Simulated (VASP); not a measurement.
Set up this calculation in VASP 6.6.1, as the native input.

```
Task                   : single point
Functional             : PBE
Potentials or basis    : VASP PAW PBE potentials, release 64 (Te, Mo_sv)
Cutoff                 : 520 eV
k mesh                 : 4 × 8 × 2
Occupations            : gaussian, width 0.014 eV
Spin                   : no spin polarisation
Further INCAR settings : ALGO = Normal; EDIFF = 1e-07; NBANDS = 64
```

The structure of Te2Mo lies in POSCAR:

```
Te2Mo
1.0
    6.3300000000      0.0000000000      0.0000000000
    0.0000000000      3.4690000000      0.0000000000
   -0.9467947088      0.0000000000     13.8276237937
Te Mo
8 4
Direct
    0.9437000000      0.7500000000      0.6045000000
    0.0563000000      0.2500000000      0.3955000000
    0.9030000000      0.2500000000      0.8514000000
    0.0970000000      0.7500000000      0.1486000000
    0.4112000000      0.7500000000      0.8955000000
    0.5888000000      0.2500000000      0.1045000000
    0.4432000000      0.2500000000      0.6484000000
    0.5568000000      0.7500000000      0.3516000000
    0.8167000000      0.7500000000      0.9926000000
    0.1833000000      0.2500000000      0.0074000000
    0.6819000000      0.2500000000      0.4934000000
    0.3181000000      0.7500000000      0.5066000000
```

One way to write it, as run:

INCAR

```
SYSTEM = Te2Mo
ALGO = Normal
EDIFF = 1E-7
ENCUT = 520
GGA = PE
ISIF = 2
ISMEAR = 0
LASPH = .TRUE.
LCHARG = .FALSE.
LREAL = .FALSE.
LWAVE = .FALSE.
NBANDS = 64
NELM = 80
PREC = Accurate
SIGMA = 0.014
```

KPOINTS

```
k-points
0
G
  4 8 2
  0 0 0
```

Potentials or basis: VASP PAW PBE potentials, release 64 (Te, Mo_sv).

Launch:

```sh
$ cat potpaw_PBE.64/Te/POTCAR potpaw_PBE.64/Mo_sv/POTCAR > POTCAR
$ mpirun -np 1 vasp_std > vasp.out
```

It gave:

```json
{
  "Pressure": "2.5 GPa",
  "Largest force": "0.160 eV/Å",
  "Band gap on the k mesh": "none (metal or under the smearing width)"
}
```

It took 14 min on 1 thread of Intel(R) Xeon(R) Platinum 8488C (Sapphire Rapids), with other jobs on the host, peak memory 0.65 GiB.
